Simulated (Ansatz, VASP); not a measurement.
**GaN in VASP and in Ansatz**

```xyz
2
Lattice="0.0000 2.2230 2.2230 2.2230 0.0000 2.2230 2.2230 2.2230 0.0000" Properties=species:S:1:pos:R:3 pbc="T T T"
Ga    0.0000    0.0000    0.0000
N     1.1115    1.1115    1.1115
```

Change from the starting cell: volume scaled by 0.96.

Alike in both runs: task single point; functional PBEsol; k mesh 10 × 10 × 10; occupations fermi-dirac, width 0.05 eV; no spin polarisation.

|  | VASP | Ansatz |
| --- | --- | --- |
| version | VASP 6.6.1 | Ansatz 0.2.0 |
| potentials or method | VASP PAW PBE potentials, release 64 (Ga_d, N), cutoff 520 eV | all-electron LAPW, scalar-relativistic |

Ansatz gave:

| Quantity | Value |
| --- | --- |
| gap on the k mesh at the Fermi level (eV) | 1.94 |
| least direct gap on the mesh (eV) | 1.94 |
| pressure (GPa) | 7.1 |

Estimate VASP's values.

gap on the k mesh at the Fermi level (eV): 1.94; least direct gap on the mesh (eV): 1.94; pressure (GPa): 6.8.

Ansatz ran all-electron here, so the differences hold the error of VASP's frozen core and of both bases.

Caveats: the PAW data sets were made with another functional, which shifts forces and pressure a little (VASP).
